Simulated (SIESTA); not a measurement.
The system is Gd.

```xyz
1
Lattice="3.6569 0.0000 0.0000 1.8285 3.1670 0.0000 1.8285 1.0557 2.9858" Properties=species:S:1:pos:R:3 pbc="T T T"
Gd    0.0000    0.0000    0.0000
```

This isn't the form of Gd at room conditions, which is hcp.

```yaml
Program: SIESTA 5.4.2
Task: relaxation of cell and atoms
Functional: PBE
Potentials_or_basis: PseudoDojo 3+ lanthanides (4f in the core) (PBE files)
Basis: DZP (energy shift 0.003 Ry; two zetas on semicore shells)
Grid_cutoff: 800 Ry
Energy_shift: 0.003 Ry
k_mesh: 6 × 6 × 6
Occupations: fermi-dirac, width 0.05 eV
Spin: collinear spin, ferromagnetic start
Starting_moments: "[7.0] μB"
```

At the start: pressure -2.5 GPa; volume 34.58 Å³/atom.

Q: How do energy, volume and symmetry change on relaxing?

A: Over 4 steps the energy falls by 18.1 meV/atom and the volume is 32.52 Å³/atom (-5.9 %); space group Fm-3m (No. 225, to 0.05 Å); moment 0.00 μB per cell.

Step by step:
| step | energy change (eV) | largest force (eV/Å) | pressure (GPa) | volume (Å³) |
| --- | --- | --- | --- | --- |
| 1 | 0.0000 | 0.0000 | -2.52 | 34.58 |
| 2 | -0.0145 | 0.0000 | -1.19 | 33.40 |
| 3 | -0.0142 | 0.0000 | 1.43 | 31.56 |
| 4 | -0.0181 | 0.0000 | -0.02 | 32.52 |

Final structure:
```
CELL_PARAMETERS angstrom
3.58294 0.00000 0.00000
1.79147 3.10291 0.00000
1.79147 1.03431 2.92545
ATOMIC_POSITIONS crystal
Gd 0.00000 0.00000 0.00000
```

Caveat: the basis of atomic orbitals isn't converged, which shifts pressures, moduli and gaps.
